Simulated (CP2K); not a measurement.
**Hf under changes of volume**

One of the cells (23.523 Å³/atom); the others are scaled copies at fixed shape and fractional positions:

```
Hf
1.0
     3.12635    0.00000    0.00000
    -1.04212    2.94755    0.00000
    -1.04212   -1.47378    2.55266
Hf
1
Direct
  0.00000 0.00000 0.00000
```

This isn't the form of Hf at room conditions, which is hcp.

| Quantity | Value |
| --- | --- |
| Program | CP2K 2026.2 |
| Functional | LDA |
| Potentials or basis | GTH_POTENTIALS Hf GTH-PADE-q12; TZVP-MOLOPT-PBE-GTH basis |
| Density cutoff | 6123 eV |
| k mesh | 10 × 10 × 10 |
| Occupations | fermi-dirac, width 0.0259 eV |
| Spin | no spin polarisation |

| volume (Å³/atom) | energy over the lowest point (meV/atom) | pressure (GPa) |
| --- | --- | --- |
| 22.112 | 0.00 | -32.7 |
| 22.582 | 95.97 | -32.8 |
| 23.052 | 192.11 | -32.7 |
| 23.523 | 288.13 | -32.5 |
| 23.993 | 383.59 | -32.3 |
| 24.464 | 478.07 | -32.0 |
| 24.934 | ? | ? |

**Question.** What does the run at 24.934 Å³/atom give?

**Answer.** Energy over the lowest point 571.66 meV/atom; pressure -31.7 GPa.

Worked out: A Birch-Murnaghan fit of order 3 (a polynomial in V^(-2/3)) to the other rows has no minimum within the range. It gives 571.30 meV/atom at 24.934 Å³/atom, against the run's 571.66, and -dE/dV = -31.5 GPa, against -31.7.

Energies are extrapolated to zero smearing.

Caveats: the basis of atomic orbitals isn't converged, which shifts pressures, moduli and gaps.
